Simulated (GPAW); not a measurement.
# S K ELNES/XANES of zinc-blende (ZnS)₁₋ₓ(CdS)ₓ at x = 0 from DFT, part 2 of 2

Aim: the S K edge in zinc-blende (ZnS)₁₋ₓ(CdS)ₓ at x = 0, one member of a composition series.

GPAW 26.7.0; X-ray absorption from dipole matrix elements to empty bands, plane-wave PAW LDA.

So far. Step 2 (The field without a hole): The mesh shows a gap of 1.85 eV. The excited electron is kept all the same, so that all members of the series, with or without a gap, are treated alike.

**4. Spectrum with XCH, S atom 2**

The holes are 7.7 Å apart. In GPAW the data set carries the hole's charge, so charge=0 means a charged cell and charge=-1 a neutral one. The excited electron is kept in the cell, where it fills the lowest empty states and screens the hole. After the field has converged, empty bands are computed with the density fixed and the dipole matrix elements are summed.

The absorber has 4 Zn at 2.34 Å (tetrahedral).

Contents of xas.py:

```python
import numpy as np
from ase import Atoms
from ase.parallel import parprint, paropen
from gpaw import GPAW, PW, FermiDirac, Mixer, MixerDif, setup_paths
from gpaw.test import gen
setup_paths.insert(0, '.')
gen('S', name='fch1s', xcname='LDA', corehole=(1, 0, 1), write_xml=True)
from gpaw.mpi import world
world.barrier()

atoms = Atoms('ZnSZnSZnSZnSZnSZnSZnSZnS',
    cell=[[0, 5.41, 5.41],
     [5.41, 0, 5.41],
     [5.41, 5.41, 0]],
    scaled_positions=[[0, 0, 0],
     [0.125, 0.125, 0.125],
     [0, 0, 0.5],
     [0.125, 0.125, 0.625],
     [0, 0.5, 0],
     [0.125, 0.625, 0.125],
     [0, 0.5, 0.5],
     [0.125, 0.625, 0.625],
     [0.5, 0, 0],
     [0.625, 0.125, 0.125],
     [0.5, 0, 0.5],
     [0.625, 0.125, 0.625],
     [0.5, 0.5, 0],
     [0.625, 0.625, 0.125],
     [0.5, 0.5, 0.5],
     [0.625, 0.625, 0.625]],
    pbc=True)
atoms.calc = calc = GPAW(legacy_gpaw=True, mode=PW(400, force_complex_dtype=True), xc='LDA', setups={1: 'fch1s'},
    kpts={'size': (3, 3, 3), 'gamma': True}, occupations=FermiDirac(0.04),
    charge=-1, mixer=Mixer(0.1, 5, 50), maxiter=150,
    convergence={'density': 0.0001, 'eigenstates': 1e-6}, txt='scf.txt')
energy = atoms.get_potential_energy() + calc.get_reference_energy()
ef = calc.get_fermi_level()
out = dict(energy=energy, fermi=ef, forces=atoms.get_forces().tolist())
parprint(f'all-electron energy {energy:.4f} eV, Fermi level {ef:.4f} eV')
ev = np.array([[calc.get_eigenvalues(k, s) for k in range(len(calc.get_ibz_k_points()))] for s in range(calc.get_number_of_spins())])
out['homo'], out['lumo'], out['counts'] = ev[ev < ef].max(), ev[ev > ef].min(), sorted(set((ev < ef).sum((0, 2)).tolist()))
out['filled'] = (ev[:, 0] < ef).sum(1).tolist()

from ase.units import Ha
from gpaw.xas import dipole_matrix_elements
nb = int(calc.get_number_of_electrons() / 2) + 162
top, nb = nb, nb + 8 + nb // 12
nscf = calc.fixed_density(kpts={'size': (4, 4, 4), 'gamma': True}, nbands=nb,
    convergence={'bands': top, 'eigenstates': 5e-3}, maxiter=60, txt='nscf.txt')
cell = atoms.cell.array
ops = [cell.T @ U.T @ np.linalg.inv(cell.T) for U in nscf.wfs.kd.symmetry.op_scc]
filled = [72]  # bands filled in the ground state, by spin
E = np.arange(-6, 30, 0.1)
fwhm = np.interp(E, [4, 25], [0.9, 3.5])
Y, X, zero, highest = 0, 0, 1e9, 1e9
for spin in range(nscf.get_number_of_spins()):
    wfs = nscf.wfs
    mine = wfs.bd.get_slice()  # this rank's bands
    A = dipole_matrix_elements(wfs.setups[1])
    eps = np.zeros((wfs.kd.nibzkpts, nb))
    d = np.zeros((3, A.shape[1], wfs.kd.nibzkpts, nb), complex)
    for kpt in wfs.kpt_u:
        if kpt.s == spin and 1 in kpt.P_ani:
            eps[kpt.k, mine] = kpt.eps_n * Ha
            d[:, :, kpt.k, mine] = (kpt.weight * wfs.nspins / 2) ** 0.5 * np.inner(A, kpt.P_ani[1])
    world.sum(eps)
    world.sum(d)
    T = np.einsum('amkn,bmkn->abkn', d, d.conj()).real
    T = sum(np.einsum('ai,ijkn,bj->abkn', R, T, R) for R in ops) / len(ops)
    empty = np.ones_like(eps, bool) & (np.arange(nb) >= filled[spin])
    zero, highest = min(zero, eps[empty].min()), min(highest, eps[:, top - 1].min())
    lines = [(eps, T, empty)] if spin == 0 else lines + [(eps, T, empty)]
for eps, T, empty in lines:
    f = np.einsum('aakn->akn', T).reshape(3, -1)
    x = eps.ravel() - zero
    w = np.interp(x, E, fwhm) / 2.35482
    g = np.exp(-0.5 * ((E[:, None] - x) / w) ** 2) / (w * (2 * np.pi) ** 0.5)
    Y = Y + (f * empty.ravel()) @ g.T
    X = X + (f * ~empty.ravel()) @ g.T
out.update(E=E.round(2).tolist(), xas=Y.tolist(), xes=X.tolist(), zero=zero, valid=highest - zero, nk=len(eps), nb=nb)
for i in range(0, len(E), 10):
    parprint(f'{E[i]:7.2f}', *(f'{v:10.3e}' for v in Y[:, i]))
import json
with paropen('out.json', 'w') as f:
    json.dump(out, f)
```

The run is started by

```console
> OMP_NUM_THREADS=1 mpirun -n 4 gpaw python xas.py
```

Numbers of over 12 decimals in the logs are rounded to 6 here.

What it wrote:

```text
Input parameters:
  charge: -1
  convergence: {density: 0.0001,
                eigenstates: 1e-06}
  kpts: {gamma: True,
         size: (3, 3, 3)}
  maxiter: 150
  mixer: {backend: pulay,
          beta: 0.1,
          method: separate,
          nmaxold: 5,
          weight: 50}
  mode: {ecut: 400.0,
         force_complex_dtype: True,
         name: pw}
  occupations: {fixmagmom: False,
                name: fermi-dirac,
                width: 0.04}
  setups: {1: fch1s}

Initialize ...

[... PAW data sets ...]

Reference energy: -474414.855312  # eV

Spin-paired calculation

[... convergence settings ...]
Symmetries present (total): 6
  [... symmetry matrices ...]

27 k-points: 3 x 3 x 3 Monkhorst-Pack grid
6 k-points in the irreducible part of the Brillouin zone
       k-points in crystal coordinates                weights
   0:     0.00000000    0.00000000    0.00000000          1/27
   1:     0.33333333    0.00000000   -0.33333333          6/27
   2:     0.33333333    0.00000000    0.00000000          6/27
   3:     0.33333333    0.33333333   -0.33333333          6/27
   4:     0.33333333    0.33333333    0.00000000          6/27
   5:     0.33333333    0.33333333    0.33333333          2/27

Wave functions: Plane wave expansion
  Cutoff energy: 400.000 eV
  Number of coefficients (min, max): 5730, 5769
  Pulay-stress correction: 0.000000 eV/Ang^3 (de/decut=0.000000)
  Using FFTW library
  Wavefunction extrapolation:
    Improved wavefunction reuse through dual PAW basis

Occupation numbers: Fermi-Dirac:
  width: 0.0400  # eV

Eigensolver
   Davidson(niter=2)

Densities:
  Coarse grid: 36*36*36 grid
  Fine grid: 72*72*72 grid
  Total Charge: 0.000000

Density mixing:
  Method: separate
  Backend: pulay
  Linear mixing parameter: 0.1
  old densities: 5
  Width of damping distribution: 1.1
  Damping of long wavelength oscillations: 50

[... Hamiltonian set-up ...]
Number of atoms: 16
Number of atomic orbitals: 104
Number of bands in calculation: 91
Number of valence electrons: 145
Bands to converge: occupied

... initialized

Initializing position-dependent things.

Density initialized from atomic densities
Creating initial wave functions:
  91 bands from LCAO basis set

                            S
                    S
                        Zn
                     S
               Zn
             S   Zn       S

         Zn       S   Zn
                    S
              Zn
           S
               Zn
       Zn

Atomic positions and initial magnetic moments

Positions:
   0 Zn     0.000000    0.000000    0.000000    ( 0.0000,  0.0000,  0.0000)
   1 S      1.352500    1.352500    1.352500    ( 0.0000,  0.0000,  0.0000)
   2 Zn     2.705000    2.705000    0.000000    ( 0.0000,  0.0000,  0.0000)
   3 S      4.057500    4.057500    1.352500    ( 0.0000,  0.0000,  0.0000)
   4 Zn     2.705000    0.000000    2.705000    ( 0.0000,  0.0000,  0.0000)
   5 S      4.057500    1.352500    4.057500    ( 0.0000,  0.0000,  0.0000)
   6 Zn     5.410000    2.705000    2.705000    ( 0.0000,  0.0000,  0.0000)
[...]
13 S      4.057500    4.057500    6.762500    ( 0.0000,  0.0000,  0.0000)
  14 Zn     5.410000    5.410000    5.410000    ( 0.0000,  0.0000,  0.0000)
  15 S      6.762500    6.762500    6.762500    ( 0.0000,  0.0000,  0.0000)

Unit cell:
           periodic     x           y           z      points  spacing
  1. axis:    yes    0.000000    5.410000    5.410000    36     0.1735
  2. axis:    yes    5.410000    0.000000    5.410000    36     0.1735
  3. axis:    yes    5.410000    5.410000    0.000000    36     0.1735

  Lengths:   7.650895   7.650895   7.650895
  Angles:   60.000000  60.000000  60.000000

Effective grid spacing dv^(1/3) = 0.1893

iter:   1   -78.777368
iter:   2   -78.078337   -0.05  -1.26
iter:   3   -75.544989   -0.93  -1.31
iter:   4   -75.604343   -1.50  -1.55
iter:   5   -75.908431   -1.70  -1.61
iter:   6   -75.481874   -2.07  -2.23
iter:   7   -75.495012   -2.44  -2.39
iter:   8   -75.474850c  -3.16  -2.53
iter:   9   -75.473159c  -3.81  -3.03
iter:  10   -75.473096c  -4.41  -3.15
iter:  11   -75.472904c  -4.53  -3.23
iter:  12   -75.472931c  -5.17  -3.77
iter:  13   -75.472878c  -5.66  -3.82
iter:  14   -75.472879c  -6.01c -3.95
iter:  15   -75.472890c  -6.50c -4.18c

Converged after 15 iterations.

Dipole moment: (-24.446416, -24.446416, -24.446416) |e|*Ang

Energy contributions relative to reference atoms: (reference = -474414.855312)

Kinetic:        +89.985296
Potential:      -80.790780
External:        +0.000000
XC:             -84.431927
Entropy (-ST):   -0.019648
Local:           -0.225654
SIC:             +0.000000
--------------------------
Free energy:    -75.482714
Extrapolated:   -75.472890

Showing only first 2 kpts
 Kpt  Band  Eigenvalues  Occupancy
  0    70      3.37854    2.00000
  0    71      3.37854    2.00000
  0    72      4.91181    2.00000
  0    73      6.15798    1.99781

  1    70      2.33691    2.00000
  1    71      2.99927    2.00000
  1    72      6.85788    0.00005
[...]
Fermi level: 6.43057

No gap
No difference between direct/indirect transitions

Forces in eV/Ang:
  0 Zn   -0.61710   -0.61710   -0.61710
  1 S     0.00000    0.00000    0.00000
  2 Zn    0.61708    0.61708   -0.61707
  3 S    -0.00002   -0.00002    0.02224
  4 Zn    0.61708   -0.61707    0.61708
  5 S    -0.00002    0.02224   -0.00002
  6 Zn    0.03780   -0.03778   -0.03778
[...]
13 S     0.00002    0.00002   -0.02227
 14 Zn    0.03780    0.03780    0.03780
 15 S     0.00004    0.00004    0.00004
Scalar-relativistic atomic LDA calculation for S (Sulfur, Z=16)
Core hole in 1s state (1s occupation: 1.0)
450 radial gridpoints.
|------------------------------------------------|
|------------------------------------------------|
[... the atom generator's iteration count ...]

Energy contributions:
-------------------------
Kinetic:     +307.027779
XC:           -20.036781
Potential:   -593.463960
-------------------------
Total:       -306.472962

state      eigenvalue         ekin         rmax
-----------------------------------------------
1s^1.0 :   -94.587655   125.271961        0.063
2s^2.0 :    -9.346963    20.537295        0.374
2p^6.0 :    -7.528664    20.376522        0.303
3s^2.0 :    -1.141348     3.532854        1.290
3p^4.0 :    -0.722112     2.839097        1.384
-----------------------------------------------
(units: Bohr and Hartree)

Generating PAW setup
Kinetic energy of the core from tauc = 289.375410
Cutoffs:
rc(s)=1.840
rc(p)=1.850
rc(d)=1.700
rc(vbar)=1.720
rc(comp)=1.430
rc(nct)=1.850

Kinetic energy of the core states: 288.605682
Charge: 1.0
Core electrons: 9.0
Valence electrons: 6.0
Pseudo-core charge: 0.024693
Shape function alpha=4.890
Pseudo-electron charge 6.344591
state    eigenvalue         norm
--------------------------------
3s(2) :    -1.141348     1.235204
*s    :    -0.141348
3p(4) :    -0.722112     0.962372
*p    :     0.277888
*d    :     0.000000
--------------------------------

Diagonalizing with gridspacing h=0.050

state   all-electron     PAW
-------------------------------
3s:      -1.141348    -1.142157
3p:      -0.722112    -0.722797
*d:                   -0.153507
*f:                   -0.016109
-------------------------------
all-electron energy -474490.3282 eV, Fermi level 6.4306 eV
[...]
27.00  2.976e-06  2.976e-06  2.976e-06
  28.00  3.219e-06  3.219e-06  3.219e-06
  29.00  3.021e-06  3.021e-06  3.021e-06
```

Elapsed: 6 min, on 4 MPI ranks of Arm Neoverse N1, shared host; peak memory 0.47 GiB.

The S K spectrum, S atom 2, excited-electron core hole (neutral cell) (energy from the bottom of the conduction band, which holds the excited electron; intensity scaled to a mean of 1 over the first 20 eV):

```tsv
E (eV)	intensity
-2.0	0.00
-1.5	0.00
-1.0	0.00
-0.5	0.00
0.0	0.01
0.5	0.10
1.0	0.35
1.5	0.89
2.0	1.53
2.5	1.89
3.0	1.86
3.5	1.56
4.0	1.88
4.5	1.37
5.0	1.06
5.5	1.36
6.0	1.69
6.5	1.76
7.0	1.43
7.5	1.08
8.0	0.94
8.5	0.94
9.0	0.94
9.5	0.79
10.0	0.58
10.5	0.46
11.0	0.45
11.5	0.52
12.0	0.61
12.5	0.72
13.0	0.86
13.5	0.99
14.0	1.09
14.5	1.14
15.0	1.14
15.5	1.12
16.0	1.06
16.5	0.98
17.0	0.89
17.5	0.81
18.0	0.74
18.5	0.69
19.0	0.65
19.5	0.63
20.0	0.63
20.5	0.63
21.0	0.65
21.5	0.67
22.0	0.70
22.5	0.71
23.0	0.71
23.5	0.71
24.0	0.71
24.5	0.72
25.0	0.76
25.5	0.82
26.0	0.91
26.5	1.01
27.0	1.10
27.5	1.16
```

Main maxima below 24 eV (height): 2.7 eV (1.94), 4.0 eV (1.88), 6.3 eV (1.78) and 14.8 eV (1.14). A K edge sees empty p states on the absorber.

The total-energy difference is 2475.27 eV. One term is added: -16.82 eV, since the hole is spin-paired here and a spin-polarised one costs that much less in the free atom (computed apart). The photon energy is then 2458.45 eV. The functional leaves an error in such absolute values: in the free atom LDA prices this hole 9.1 eV below PBE (computed apart), and PBE is itself good to a few eV.

**5. Reference energy of the cell**

The absorbing element, whose data set is made anew, changes for the next run, so it gets a reference energy of its own.

Contents of scf.py:

```python
import numpy as np
from ase import Atoms
from ase.parallel import parprint, paropen
from gpaw import GPAW, PW, FermiDirac, Mixer, MixerDif, setup_paths
from gpaw.test import gen
setup_paths.insert(0, '.')
gen('Zn', name='nch1s', xcname='LDA', corehole=(1, 0, 0), write_xml=True)
from gpaw.mpi import world
world.barrier()

atoms = Atoms('ZnSZnSZnSZnSZnSZnSZnSZnS',
    cell=[[0, 5.41, 5.41],
     [5.41, 0, 5.41],
     [5.41, 5.41, 0]],
    scaled_positions=[[0, 0, 0],
     [0.125, 0.125, 0.125],
     [0, 0, 0.5],
     [0.125, 0.125, 0.625],
     [0, 0.5, 0],
     [0.125, 0.625, 0.125],
     [0, 0.5, 0.5],
     [0.125, 0.625, 0.625],
     [0.5, 0, 0],
     [0.625, 0.125, 0.125],
     [0.5, 0, 0.5],
     [0.625, 0.125, 0.625],
     [0.5, 0.5, 0],
     [0.625, 0.625, 0.125],
     [0.5, 0.5, 0.5],
     [0.625, 0.625, 0.625]],
    pbc=True)
atoms.calc = calc = GPAW(legacy_gpaw=True, mode=PW(400, force_complex_dtype=True), xc='LDA', setups={0: 'nch1s'},
    kpts={'size': (3, 3, 3), 'gamma': True}, occupations=FermiDirac(0.02),
    charge=0, mixer=Mixer(0.1, 5, 50), maxiter=150,
    convergence={'density': 0.0001, 'eigenstates': 1e-6}, txt='scf.txt')
energy = atoms.get_potential_energy() + calc.get_reference_energy()
ef = calc.get_fermi_level()
out = dict(energy=energy, fermi=ef, forces=atoms.get_forces().tolist())
parprint(f'all-electron energy {energy:.4f} eV, Fermi level {ef:.4f} eV')
ev = np.array([[calc.get_eigenvalues(k, s) for k in range(len(calc.get_ibz_k_points()))] for s in range(calc.get_number_of_spins())])
out['homo'], out['lumo'], out['counts'] = ev[ev < ef].max(), ev[ev > ef].min(), sorted(set((ev < ef).sum((0, 2)).tolist()))
out['filled'] = (ev[:, 0] < ef).sum(1).tolist()
import json
with paropen('out.json', 'w') as f:
    json.dump(out, f)
```

The run is started by

```console
> OMP_NUM_THREADS=1 mpirun -n 4 gpaw python scf.py
```

What it wrote:

```text
Input parameters:
  convergence: {density: 0.0001,
                eigenstates: 1e-06}
  kpts: {gamma: True,
         size: (3, 3, 3)}
  maxiter: 150
  mixer: {backend: pulay,
          beta: 0.1,
          method: separate,
          nmaxold: 5,
          weight: 50}
  mode: {ecut: 400.0,
         force_complex_dtype: True,
         name: pw}
  occupations: {fixmagmom: False,
                name: fermi-dirac,
[...]
*s    :     0.771506
4p(0) :    -0.045217     1.008310
*p    :     0.954783
3d(10):    -0.383140     0.154691
*d    :     0.616860
--------------------------------

Diagonalizing with gridspacing h=0.050

state   all-electron     PAW
-------------------------------
4s:      -0.228494    -0.228671
4p:      -0.045217    -0.045275
3d:      -0.383140    -0.383726
*f:                    0.072913
-------------------------------
all-electron energy -476965.5993 eV, Fermi level 4.0451 eV
[key lines of the parts left out:]
Converged after 20 iterations.
Dipole moment: (-24.237322, -24.237322, -24.237322) |e|*Ang
Free energy:    -65.714130
Fermi level: 4.04505
```

Wall time 61 s (4 MPI ranks); peak memory 0.31 GiB; 3.8 min of CPU time.

Reference energy: -476965.599 eV with the cores included.

**6. Spectrum with XCH, Zn atom 1**

The holes are 7.7 Å apart. The excited electron is kept in the cell, where it fills the lowest empty states and screens the hole. After the field has converged, empty bands are computed with the density fixed and the dipole matrix elements are summed.

The absorber has 4 S at 2.34 Å (tetrahedral).

Changes to xas.py since step 4:

```diff
@@ -6,3 +6,3 @@
 setup_paths.insert(0, '.')
-gen('S', name='fch1s', xcname='LDA', corehole=(1, 0, 1), write_xml=True)
+gen('Zn', name='fch1s', xcname='LDA', corehole=(1, 0, 1), write_xml=True)
 from gpaw.mpi import world
@@ -31,3 +31,3 @@
     pbc=True)
-atoms.calc = calc = GPAW(legacy_gpaw=True, mode=PW(400, force_complex_dtype=True), xc='LDA', setups={1: 'fch1s'},
+atoms.calc = calc = GPAW(legacy_gpaw=True, mode=PW(400, force_complex_dtype=True), xc='LDA', setups={0: 'fch1s'},
     kpts={'size': (3, 3, 3), 'gamma': True}, occupations=FermiDirac(0.04),
@@ -53,3 +53,3 @@
 E = np.arange(-6, 30, 0.1)
-fwhm = np.interp(E, [4, 25], [0.9, 3.5])
+fwhm = np.interp(E, [4, 25], [1.67, 3.5])
 Y, X, zero, highest = 0, 0, 1e9, 1e9
@@ -58,3 +58,3 @@
     mine = wfs.bd.get_slice()  # this rank's bands
-    A = dipole_matrix_elements(wfs.setups[1])
+    A = dipole_matrix_elements(wfs.setups[0])
     eps = np.zeros((wfs.kd.nibzkpts, nb))
@@ -62,5 +62,5 @@
     for kpt in wfs.kpt_u:
-        if kpt.s == spin and 1 in kpt.P_ani:
+        if kpt.s == spin and 0 in kpt.P_ani:
             eps[kpt.k, mine] = kpt.eps_n * Ha
-            d[:, :, kpt.k, mine] = (kpt.weight * wfs.nspins / 2) ** 0.5 * np.inner(A, kpt.P_ani[1])
+            d[:, :, kpt.k, mine] = (kpt.weight * wfs.nspins / 2) ** 0.5 * np.inner(A, kpt.P_ani[0])
     world.sum(eps)
```

The run is started by

```console
> OMP_NUM_THREADS=1 mpirun -n 4 gpaw python xas.py
```

What it wrote:

```text
Input parameters:
  charge: -1
  convergence: {density: 0.0001,
                eigenstates: 1e-06}
  kpts: {gamma: True,
         size: (3, 3, 3)}
  maxiter: 150
  mixer: {backend: pulay,
          beta: 0.1,
          method: separate,
          nmaxold: 5,
          weight: 50}
  mode: {ecut: 400.0,
         force_complex_dtype: True,
         name: pw}
  occupations: {fixmagmom: False,
[...]
*d    :    -0.035193
--------------------------------

Diagonalizing with gridspacing h=0.050

state   all-electron     PAW
-------------------------------
4s:      -0.603317    -0.603615
4p:      -0.343743    -0.343956
3d:      -1.035193    -1.035651
*f:                   -0.018332
-------------------------------
all-electron energy -467292.2002 eV, Fermi level 6.4488 eV
[...]
28.00  1.792e-07  1.792e-07  1.792e-07
  29.00  1.770e-07  1.770e-07  1.770e-07
[key lines of the parts left out:]
Converged after 15 iterations.
Dipole moment: (-24.272824, -24.272824, -24.272824) |e|*Ang
Free energy:    -71.996578
Fermi level: 6.44882
```

It took 3.1 min on 4 MPI ranks; peak memory 0.47 GiB; 12 min of CPU time.

The Zn K spectrum, Zn atom 1, excited-electron core hole (neutral cell) (energy from the bottom of the conduction band, which holds the excited electron; intensity scaled to a mean of 1 over the first 20 eV):

```tsv
E (eV)	intensity
-2.0	0.00
-1.0	0.00
0.0	0.03
1.0	0.22
2.0	0.71
3.0	1.10
4.0	1.62
5.0	1.99
6.0	1.32
7.0	0.80
8.0	0.91
9.0	1.01
10.0	0.87
11.0	0.92
12.0	1.03
13.0	1.03
14.0	1.01
15.0	1.00
16.0	1.00
17.0	1.00
18.0	0.98
19.0	0.93
20.0	0.83
21.0	0.77
22.0	0.77
23.0	0.80
24.0	0.83
25.0	0.83
26.0	0.87
27.0	0.96
```

Main maxima below 27 eV (height): 4.8 eV (2.00), 8.8 eV (1.02) and 12.4 eV (1.04). 

The total-energy difference is 9673.40 eV. One term is added: -30.82 eV, since the hole is spin-paired here and a spin-polarised one costs that much less in the free atom (computed apart). The photon energy is then 9642.58 eV. The tabulated edge of the element is 9659 eV. The functional leaves an error in such absolute values: in the free atom LDA prices this hole 19.1 eV below PBE (computed apart), and PBE is itself good to a few eV.

**7. Results**

| Quantity | Value |
| --- | --- |
| absorber and edge | S K, atom 2 of the ground-state input (counted from 1) |
| surroundings | 4 Zn at 2.34 Å (tetrahedral) |
| highest intensity below 16 eV | 2.7 eV above the zero, height 1.94 |
| photon energy of the zero, with the added terms | 2458.5 eV (raw 2475.3 eV; LDA puts this hole about 9 eV below PBE, itself good to a few eV) |

**Reading.** The S K edge of atom 2, with 4 Zn at 2.34 Å (tetrahedral), has its highest intensity of the first 16 eV at 2.7 eV above the zero, near 2461 eV in photon energy (LDA puts this hole about 9 eV below PBE, itself good to a few eV), 1.9 times the mean level of the first 20 eV (Gaussian full width 0.9 eV up to 4 eV, rising linearly to 3.5 eV at 25 eV). The mesh is coarse (0.25 Å⁻¹ between points), so small maxima may be mesh ripples.

[Banner, clock and machine lines of the logs are left out without a mark of their own.]

[Logs are printed without paths, hosts, clocks, repeated set-up lines and the standing remarks that a program may print on its own settings, such as how far it seeks lower states.]

[Hosts, paths, dates, database ids (printed as entryN), source tags and the programs' standing remarks are cut or masked in the printed files.]

[Lists of maxima count a maximum above −3 eV only where it reaches 4 % of the highest in the window and stands out from its surroundings by 2 % of it (1.5 % where it reaches 55 %); shoulders and weaker maxima are passed over, and of the rest the first, up to two pre-edge ones and the few strongest are named.]
